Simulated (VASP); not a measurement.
Runs of VASP 6.6.1 on MgTe. It takes space group F-43m (No. 216, cubic). The conventional cell has a = 6.441 Å, b = 6.441 Å, c = 6.441 Å, α = 90.00°, β = 90.00°, γ = 90.00°. Mg (site symmetry -43m) has 4 Te at 2.79 Å as nearest neighbours. Te (site symmetry -43m) is surrounded by 4 Mg at 2.79 Å. The cell was built by a generator and needn't be a form met in nature.

```csv
task,level,cell,k mesh,cutoff (eV),grid for exact exchange (PRECFOCK),exchange at q = 0,screening parameter,gap on the mesh (eV),pressure (GPa)
band structure,PBE0,"F-43m, 33.4 Å³/atom",6 × 6 × 6,520,Fast,truncated,-,(a),0.2
band structure,PBEsol,"F-43m, 33.4 Å³/atom",6 × 6 × 6,520,Fast,-,-,2.34,0.0
relaxation of cell and atoms,PBEsol,relaxed,8 × 8 × 8,600,-,-,-,2.35,0.0
band structure,HSE06,"F-43m, 33.4 Å³/atom",6 × 6 × 6,520,Fast,-,0.2 1/A,3.23,0.2
```

Alike in all rows: potentials or basis VASP PAW PBE potentials, release 64 (Mg, Te); no spin polarisation; smearing gaussian 0.03 eV.

Problem. Fill in the values left out.

Solution. (a) 3.86.

Caveats: the PAW data sets were made with another functional, which shifts forces and pressure a little; spin-orbit coupling is left out, which moves the levels of the heavy elements.

A k mesh can miss the band edges, and the runs leave out spin-orbit coupling on Te.
